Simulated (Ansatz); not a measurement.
Here is an Ansatz 0.2.0 calculation.

The input input.yaml:

```yaml
crystal:
  lattice:
    - [3.113, 0.0, 0.0]
    - [-1.5565, 2.695937082, 0.0]
    - [0.0, 0.0, 4.981]
  atoms:
    - { symbol: Al, position: [0.6666666667, 0.3333333333, 0.5] }
    - { symbol: Al, position: [0.3333333333, 0.6666666667, 0.0] }
    - { symbol: "N", position: [0.6666666667, 0.3333333333, 0.88] }
    - { symbol: "N", position: [0.3333333333, 0.6666666667, 0.38] }
hamiltonian:
  xc: pbe
  pseudopotentials: { kind: paw }
kpoints:
  mp_grid: { grid: [10, 10, 6] }
scf:
  occupations: { method: gaussian, width: 0.025 }
output:
  forces: true
  stress: true
  eigenvalues: true
```

Potentials or basis: Ansatz PAW.

Launch:

```sh
$ ansatz run input.yaml --threads 2 --pin off --max-ram 5632MiB --backend cpu --events-out ev --progress --plain --runs-dir out
```

(1) Predict the band gap on the k mesh.

(2) What does it give for the largest force?

(3) What does it give for the pressure?

Answers

(1) 4.21 eV, direct.

(2) 0.129 eV/Å.

(3) 3.7 GPa.

Caveat: the pressure holds a Pulay correction of +0.5 GPa for the finite cutoff.

**The experiment to reproduce.**

From “Self-assembly of well-separated AlN nanowires directly on sputtered metallic TiN films”, 2019, arxiv:1910.07391, for a bulk crystal of AlN at 10 K: band gap 6.034 eV (an exciton energy, a little under the gap).

Against the measured gap of AlN, 6.034 eV (an exciton energy, a little under the gap; 10 K; quoted in “Self-assembly of well-separated AlN nanowires directly on sputtered metallic TiN films”, 2019, arxiv:1910.07391), the calculated 4.21 eV is off by -1.82 eV. 2 values of this kind are on record (6.034 to 6.0343 eV); this one was drawn at random. The value is that of PBE on a finite k mesh, which can miss the band edges, without temperature or zero-point motion. Semilocal functionals fall short of measured gaps as a rule.
